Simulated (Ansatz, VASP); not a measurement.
Two plane-wave programs on Rb

File INCAR:

```
  PREC = Accurate
  ENCUT = 520
  EDIFF = 1E-6
  ISMEAR = -1
  SIGMA = 0.1
  LREAL = False
  LASPH = True
  NELM = 100
  ALGO = Normal
  ISIF = 2
  LWAVE = False
  LCHARG = False
  NBANDS = 10
```

Contents of KPOINTS:

```
regular mesh
0
Gamma
  14 14 14
```

Contents of POSCAR:

```
Rb
1.0
   -2.7557602620      2.7557602620      2.7557602620
    2.7557602620     -2.7557602620      2.7557602620
    2.7557602620      2.7557602620     -2.7557602620
Rb
1
Direct
    0.0000000000      0.0000000000      0.0000000000
```

Input for Ansatz:

```yaml
crystal:
  lattice:
    - [-2.755760262, 2.755760262, 2.755760262]
    - [2.755760262, -2.755760262, 2.755760262]
    - [2.755760262, 2.755760262, -2.755760262]
  atoms:
    - { symbol: Rb, position: [0.0, 0.0, 0.0] }
hamiltonian:
  xc: lda
  pseudopotentials:
    kind: paw
    azcp:
      Rb: "pseudopotentials/Rb.paw.azcp"
basis:
  ecutwfc: 420
  fft_grid_basis: typed
kpoints:
  mp_grid: { grid: [14, 14, 14], shift: [0, 0, 0] }
magnetization:
  spin_polarized: false
scf:
  occupations: { method: fermi_dirac, width: 0.1 }
output:
  stress: true
```

Alike in both runs: task single point; functional LDA; k mesh 14 × 14 × 14; occupations fermi-dirac, width 0.1 eV; no spin polarisation.

|  | VASP | Ansatz |
| --- | --- | --- |
| version | VASP 6.6.1 | Ansatz 0.2.0 |
| potentials or method | VASP PAW LDA potentials, release 64 (Rb_sv) | plane waves (420 eV) with PAW, scalar-relativistic |
| plane-wave cutoff (eV) | 520 | 420 |
| valence electrons in the cell | 9 | 9 |

|  | VASP | Ansatz | Ansatz less VASP |
| --- | --- | --- | --- |
| pressure (GPa) | -0.2 | -0.2 | 0.00 |

Ansatz warned: «pseudo_functional_mismatch».
